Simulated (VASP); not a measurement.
**From VASP inputs to Ansatz: C (diamond)**

INCAR, step 1 (ground state)

```
LASPH = .TRUE.
ENCUT = 500
LCHARG = .FALSE.
PREC = Accurate
NELM = 120
GGA = PE
LREAL = .FALSE.
EDIFF = 1E-7
LWAVE = .TRUE.
SIGMA = 0.01
ISMEAR = 0
```

INCAR, step 2 (empty bands)

```
PREC = Accurate
LREAL = .FALSE.
ALGO = Exact
EDIFF = 1E-7
ISMEAR = 0
NELM = 1
LASPH = .TRUE.
LCHARG = .FALSE.
ISTART = 1
SIGMA = 0.01
LWAVE = .TRUE.
LOPTICS = .TRUE.
GGA = PE
ENCUT = 500
NBANDS = 87
```

INCAR, step 3 (GW)

```
NOMEGA = 64
SIGMA = 0.01
NBANDS = 87
ISMEAR = 0
NBANDSGW = 12
PRECFOCK = Fast
NELM = 120
LREAL = .FALSE.
NELMGW = 1
ISTART = 1
GGA = PE
EDIFF = 1E-7
LWAVE = .FALSE.
LCHARG = .FALSE.
ALGO = EVGW0
ENCUTGW = 220
ENCUTGWSOFT = 220
ENCUT = 500
PREC = Accurate
LASPH = .TRUE.
```

KPOINTS

```
KPOINTS created by Atomic Simulation Environment
0
Gamma
6 6 6
0 0 0
```

POSCAR

```
C
 1.0000000000000000
     0.0000000000000000    1.7801241435693234    1.7801241435693234
     1.7801241435693234   -0.0000000000000000    1.7801241435693234
     1.7801241435693234    1.7801241435693234   -0.0000000000000000
 C
   2
Cartesian
  0.0000000000000000  0.0000000000000000 -0.0000000000000000
  0.8900620717846617  0.8900620717846617  0.8900620717846617
```

VASP ran with the GW set of PAW datasets (8 valence electrons in the cell).

Q: Write an Ansatz input for this cell and level of theory.

A: 

```yaml
crystal:
  lattice:
    - [0.0, 1.7801241436, 1.7801241436]
    - [1.7801241436, 0.0, 1.7801241436]
    - [1.7801241436, 1.7801241436, 0.0]
  atoms:
    - { symbol: C, position: [0.0, 0.0, 0.0] }
    - { symbol: C, position: [0.25, 0.25, 0.25] }
kpoints:
  mp_grid: { grid: [6, 6, 6] }
hamiltonian:
  xc: pbe
scf:
  occupations: { method: fixed }
gw:
  n_empty_bands: 83
  ecut_chi: 220
  qp_bands: [v2, c2]
  qp_kpoints: band_edges
  screening: { model: contour_deformation }
```

Other inputs would serve too.

```
                         VASP   Ansatz
 PBE gap on the mesh  4.17 eV  4.17 eV
G₀W₀ gap on the mesh  5.55 eV  5.56 eV
```

The two codes use different PAW datasets and cutoffs. VASP's cell holds 8 valence electrons and Ansatz's 8. Both sum 83 empty bands with a screening cutoff of 220 eV, short of the basis and mesh limit, and the G₀W₀ gap is that of the linearised levels of the first step.
